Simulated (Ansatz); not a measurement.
## Z2 indices of TiPbO₃ (computed with Ansatz 0.2.0)

Space group Pm-3m (No. 221), 5 atoms in the cell of the first input below: a = 3.967 Å, b = 3.967 Å, c = 3.967 Å, α = 90.00°, β = 90.00°, γ = 90.00°.

The volume is a measured one, shape and positions are a prototype's, taken without relaxation (pressure -0.1 GPa with this functional, without spin–orbit coupling). Functional: PBE.

Input:

```yaml
crystal:
  lattice:
    - [3.9674017265, 0.0, 0.0]
    - [0.0, 3.9674017265, 0.0]
    - [0.0, 0.0, 3.9674017265]
  atoms:
    - { symbol: Pb, position: [0.0, 0.0, 0.0] }
    - { symbol: Ti, position: [0.5, 0.5, 0.5] }
    - { symbol: O, position: [0.0, 0.5, 0.5] }
    - { symbol: O, position: [0.5, 0.5, 0.0] }
    - { symbol: O, position: [0.5, 0.0, 0.5] }
basis:
  ecutwfc: 420
  ecutrho_ratio: 4
kpoints:
  mp_grid: { grid: [6, 6, 6] }
hamiltonian:
  xc: pbe
scf:
  occupations: { method: gaussian, width: 0.05 }
output:
  forces: true
  stress: true
  eigenvalues: true
  populations: true
  topological_invariants: true
magnetization:
  noncollinear: true
  spin_orbit: true
```

```bash
ansatz run input.yaml --threads 8 --pin off --max-ram 15360MiB --backend cpu --events-out ev --progress --plain --runs-dir out
```

Time: 28 s on 8 threads of AMD EPYC (Zen 3) (shared host), peak memory 1 GiB.

Without spin–orbit coupling the gap on a 8×8×8 mesh is 1.66 eV. With it, in a separate run (self-consistent on 6×6×6, bands on 8×8×8), a gap of 1.62 eV parts the filled from the empty bands (a gap on a mesh is an upper bound, as the edges may lie between its points). The indices are those of the lowest 44 bands, and their direct separation from the next band is open.

Odd-parity bands among them at the eight time-reversal-invariant momenta (inversion centre at 0.000 0.000 0.000):

```json
{"k": "0.0 0.0 0.0", "odd bands": "24"}
{"k": "0.0 0.0 0.5", "odd bands": "12"}
{"k": "0.0 0.5 0.0", "odd bands": "12"}
{"k": "0.0 0.5 0.5", "odd bands": "16"}
{"k": "0.5 0.0 0.0", "odd bands": "12"}
{"k": "0.5 0.0 0.5", "odd bands": "16"}
{"k": "0.5 0.5 0.0", "odd bands": "16"}
{"k": "0.5 0.5 0.5", "odd bands": "20"}
```

Q: What are the Z2 indices by the rule of Fu and Kane?

A: Each Kramers pair counts once, so δ = (−1)^(odd bands / 2): +, +, +, +, +, +, +, +. The product of all eight gives ν0, the products over the planes k_i = 1/2 the weak indices: (0;000). The Wilson-loop planes give (0;000).

Q: The cell is scaled in volume by 0.96 and 1.05 with the atoms carried along. Do the indices change?

A: No.

```json
{"volume ratio": "0.96", "pressure with spin–orbit coupling (GPa)": "7.5", "smallest direct separation sampled (eV)": "1.584", "at k": "0.00 0.00 -0.50", "separation": "open", "Z2": "(0;000)"}
{"volume ratio": "1.00", "pressure with spin–orbit coupling (GPa)": "-0.2", "smallest direct separation sampled (eV)": "1.636", "at k": "0.00 0.00 -0.50", "separation": "open", "Z2": "(0;000)"}
{"volume ratio": "1.05", "pressure with spin–orbit coupling (GPa)": "-7.7", "smallest direct separation sampled (eV)": "1.681", "at k": "0.00 0.00 -0.50", "separation": "open", "Z2": "(0;000)"}
```

Caveats: Kohn–Sham gaps are too small; Z2 indices don't see topology that rests on crystal symmetry, and an even number of inversions cancels.

Cubic PbTiO₃ is a Z2-trivial insulator here, at all three volumes. This fits its ionic bonding: the O 2p states are filled and the Ti 3d shell is formally empty, with no exchange of states between them. Spin–orbit coupling narrows the gap only from 1.66 to 1.62 eV, although lead is heavy. Its occupied 6s shell has no orbital moment to couple to, while the strongly split 6p states are mostly empty and lie above the Ti 3d-derived band edge.

The smallest sampled direct separation falls steadily on compression and stays at the zone-boundary point X. The valence states there are probably antibonding Pb 6s–O 2p combinations, which rise as the Pb–O distances shrink, whereas the lowest Ti t2g state is nearly nonbonding and follows less. Compression thus acts towards closing the gap, but the change is far too small to suggest a nearby inversion. The polar tetragonal phase, stable at room temperature, lacks inversion symmetry, so the parity argument can't be applied to it directly.
